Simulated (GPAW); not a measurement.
Here is a GPAW 26.7.0 calculation.

run.py

```python
from ase import Atoms
from ase.dft.bandgap import bandgap
from ase.io import write
from ase.units import GPa
from gpaw import GPAW, PW

atoms = Atoms(['Mo'],
              cell=[[-1.5838089719, 1.5838089719, 1.5838089719],
                    [1.5838089719, -1.5838089719, 1.5838089719],
                    [1.5838089719, 1.5838089719, -1.5838089719]],
              scaled_positions=[[0.0, 0.0, 0.0]],
              pbc=True)

calc = GPAW(mode=PW(600),
            xc='revPBE',
            kpts={'size': (12, 12, 12), 'gamma': True},
            occupations={'name': 'fermi-dirac', 'width': 0.05},
            nbands=16,
            convergence={'density': 1e-05, 'energy': 1e-05},
            maxiter=150,
            txt='gpaw.txt')
atoms.calc = calc
energy = atoms.get_potential_energy()
forces = atoms.get_forces()
stress = atoms.get_stress()
calc.write('gs.gpw')
write('result.traj', atoms)
print(f'Energy: {energy:.6f} eV')
print('Forces (eV/A):')
print(forces.round(4))
print('Stress (GPa):', (stress / GPa).round(3))
print('Fermi level:', round(calc.get_fermi_level(), 4), 'eV')
print(f'Gap: {bandgap(calc)[0]:.4f} eV, direct: {bandgap(calc, direct=True)[0]:.4f} eV')

path = atoms.cell.bandpath('GHNGPH,PN', npoints=80, eps=1e-4)
bs_calc = calc.fixed_density(kpts=path, symmetry='off', nbands=24,
                             convergence={'bands': 'CBM+6.0', 'eigenstates': 1e-6}, txt='bands.txt')
bs = bs_calc.band_structure()
bs.write('bs.json')
print(f'Gap on the path: {bandgap(bs_calc)[0]:.4f} eV')
```

Potentials or basis: the program's PAW data sets (release 1.2.1) made for this functional, pw.

Run with:

```bash
$ OMP_NUM_THREADS=1 python run.py
```

(1) Estimate the band gap along the path.

(2) Predict the pressure.

Results:

(1) none (metal or under the smearing width).

(2) 0.5 GPa.
